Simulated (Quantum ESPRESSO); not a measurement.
MgO2:

```xyz
3
Lattice="1.6048 0.9265 3.4940 -1.6048 0.9265 3.4940 0.0000 -1.8530 3.4940" Properties=species:S:1:pos:R:3 pbc="T T T"
Mg    0.0000    0.0000    0.0000
O     0.0000    0.0000    5.9874
O     0.0000    0.0000    4.4945
```

The cell comes from a database or a generator and needn't be the stable form of this composition.

```yaml
Program: Quantum ESPRESSO 7.5
Task: phonons
Functional: LDA
Potentials_or_basis: PseudoDojo 0.4.1 SR LDA standard
Cutoff: 1143 eV
Density_cutoff: 4572 eV
k_mesh: 4 × 4 × 4
Occupations: fermi-dirac, width 0.05 eV
Spin: no spin polarisation
Form_of_the_LDA_correlation: PW92
Mixing_beta: 0.5
Most_SCF_iterations: 120
SCF_threshold: 6e-10 Ry
```

The first run showed a gap, so the response started from a second, tighter run with fixed occupations.

Task: Which optical modes does the crystal have at the zone centre, and which show in infrared and Raman spectra?

Result: The optical modes are Eg + A2u + Eu + A1g. Infrared active: A2u + Eu. Raman active: Eg + A1g.

Optical modes at Γ, degenerate ones joined, polar ones without the macroscopic field:
| cm⁻¹ | components | symmetry | active in | IR intensity, summed ((D/Å)²/amu) |
| --- | --- | --- | --- | --- |
| 316 | 2 | Eg | Raman | 0.00 |
| 353 | 1 | A2u | IR | 7.31 |
| 370 | 2 | Eu | IR | 14.05 |
| 865 | 1 | A1g | Raman | 0.00 |

Zone-centre frequencies without and with the macroscopic field along z (cm⁻¹):
```csv
,optical modes in rising order
without,316 316 353 370 370 865
with the field,316 316 370 370 490 865
```

Born effective charge tensors (e):
atom 1, Mg
```
2.04 0.00 0.00
0.00 2.04 0.00
0.00 0.00 2.08
```
atom 2, O
```
-1.04  0.00  0.00
 0.00 -1.04  0.00
 0.00  0.00 -1.06
```
atom 3, O
```
-1.04  0.00  0.00
 0.00 -1.04  0.00
 0.00  0.00 -1.06
```

Electronic dielectric tensor:
```
3.06 0.00 0.00
0.00 3.06 0.00
0.00 0.00 4.32
```

Static dielectric tensor, electrons and zone-centre modes:
```
6.56 0.00 0.00
0.00 6.56 0.00
0.00 0.00 8.34
```

Caveat: the k mesh is coarse (spacing up to 0.58 Å⁻¹), so the values aren't converged; the atoms weren't relaxed first, which shifts the frequencies; the mesh is thin for the dielectric tensor, Born charges and intensities, which usually come out too large; the cell is more than 3 GPa from zero pressure, which shifts response properties; on a mesh that holds Γ this program's dielectric tensor can be off by some percent beyond the error of the mesh.
